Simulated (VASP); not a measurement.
Te under changes of volume

One of the cells (33.350 Å³/atom); the others are scaled copies at fixed shape and fractional positions:

```xyz
3
Lattice="3.8456 -2.1624 0.0000 3.8456 2.1624 0.0000 -0.0949 0.0000 6.0157" Properties=species:S:1:pos:R:3 pbc="T T T"
Te    0.0000    0.0000    0.0000
Te    2.3479    0.0000    2.0382
Te    5.2484    0.0000    3.9775
```

This isn't the form of Te at room conditions, which is trigonal, of chains.

```yaml
Program: VASP 6.6.1
Functional: PBE
Potentials_or_basis: VASP PAW PBE potentials, release 64 (Te)
Cutoff: 520 eV
k_mesh: 7 × 7 × 5
Occupations: fermi-dirac, width 0.05 eV
Spin: no spin polarisation
```

| volume (Å³/atom) | energy over the lowest point (meV/atom) | pressure (GPa) | largest force (eV/Å) |
| --- | --- | --- | --- |
| 30.734 | 28.97 | 4.3 | 0.302 |
| 31.388 | 14.36 | 2.9 | 0.234 |
| 32.042 | 5.03 | 1.7 | 0.170 |
| 33.350 | 0.00 | -0.4 | 0.056 |
| 34.004 | 3.36 | -1.3 | 0.010 |
| 34.658 | ? | ? | ? |

Question: What does the run at 34.658 Å³/atom give?

Answer: Energy over the lowest point 10.10 meV/atom; pressure -2.0 GPa; largest force 0.046 eV/Å.

Worked out: A Birch-Murnaghan fit of order 3 (a polynomial in V^(-2/3)) to the other rows has its minimum at 33.09 Å³/atom with B0 = V·E''(V) = 49 GPa and B' = 4.7 at fixed shape and positions, which overstates the stiffness. It gives 10.09 meV/atom at 34.658 Å³/atom, against the run's 10.10, and -dE/dV = -2.0 GPa, against -2.0.

Energies are extrapolated to zero smearing.
